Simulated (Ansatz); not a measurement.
Crystal: Ir.

```xyz
2
Lattice="2.7514 0.0000 0.0000 -1.3757 2.3828 0.0000 0.0000 0.0000 4.4623" Properties=species:S:1:pos:R:3 pbc="T T T"
Ir    0.0000    1.5885    1.1156
Ir    1.3757    0.7943    3.3467
```

This isn't the form of Ir at room conditions, which is fcc.

```yaml
Program: Ansatz 0.2.0
Task: relaxation of cell and atoms
Functional: LDA
Potentials_or_basis: all-electron LAPW, relativistic spinors
Basis_error_allowed: 0.001 eV/atom
k_mesh: 8 × 8 × 5
Occupations: fermi-dirac, width 0.05 eV
Spin: spin-orbit coupling, no magnetisation
```

At the start: volume 14.63 Å³/atom.

Where does the relaxation end?

Over 5 steps the energy falls by 36.4 meV/atom and the volume is 13.95 Å³/atom (-4.6 %); space group P6_3/mmc (No. 194, to 0.05 Å).

The path:
| step | energy change (eV) | largest force (eV/Å) | volume (Å³) |
| --- | --- | --- | --- |
| 1 | 0.0000 | 0.0000 | 29.25 |
| 2 | -0.0699 | 0.0000 | 28.16 |
| 3 | -0.0728 | 0.0000 | 27.91 |
| 4 | -0.0728 | 0.0000 | 27.90 |
| 5 | -0.0728 | 0.0000 | 27.90 |

Final structure:
```xyz
2
Lattice="2.7089 0.0000 0.0000 -1.3544 2.3459 0.0000 0.0000 0.0000 4.3905" Properties=species:S:1:pos:R:3 pbc="T T T"
Ir    0.0000    1.5640    1.0976
Ir    1.3544    0.7820    3.2929
```

Caveat: the k mesh is thin for a metal, which can move the energy by tens of meV per atom.
